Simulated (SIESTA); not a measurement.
Runs of SIESTA 5.4.2 on Al. It takes space group Fm-3m (No. 225, cubic). The conventional cell has a = 4.050 Å, b = 4.050 Å, c = 4.050 Å, α = 90.00°, β = 90.00°, γ = 90.00°. Al (site symmetry m-3m) is surrounded by 12 Al at 2.86 Å. 

```csv
task,potentials or basis,cell,k mesh,density-matrix tolerance,hamiltonian tolerance,MPI ranks,displacement,supercell,energy shift,gap on the mesh (eV),pressure (GPa)
band structure,"PseudoDojo 0.4 standard (PBE files), DZP (energy shift 0.003 Ry)",as given,11 × 11 × 11,-,-,-,-,-,0.003 Ry,none,-0.4
band structure,"PseudoDojo 0.4 stringent (PBE files), DZP (energy shift 0.003 Ry)",as given,11 × 11 × 11,-,-,-,-,-,0.003 Ry,none,-0.4
band structure,"Ansatz (PBE files), DZP (energy shift 0.003 Ry)",as given,11 × 11 × 11,-,-,-,-,-,0.003 Ry,none,(a)
band structure,"PseudoDojo 0.5 standard (PBE files), DZP (energy shift 0.003 Ry)",as given,11 × 11 × 11,-,-,-,-,-,0.003 Ry,none,-0.4
band structure,"SPMS 1.0 (PBE files) or PseudoDojo by element, DZP (energy shift 0.003 Ry)",as given,11 × 11 × 11,-,-,-,-,-,0.003 Ry,none,-0.7
relaxation of cell and atoms,"PseudoDojo 0.4 standard (PBE files), DZP (energy shift 0.01 Ry)",relaxed,11 × 11 × 11,-,-,4,-,-,0.01 Ry,none,0.0
```

Alike in all rows: level PBE; no spin polarisation; smearing fermi-dirac 0.05 eV; grid cutoff 500 Ry.

Task: Estimate the missing entries.

Result: (a) -0.9.

Caveats: the basis of atomic orbitals isn't converged, which shifts pressures, moduli and gaps.

A gap of «none» marks a metal or a gap under the smearing width.
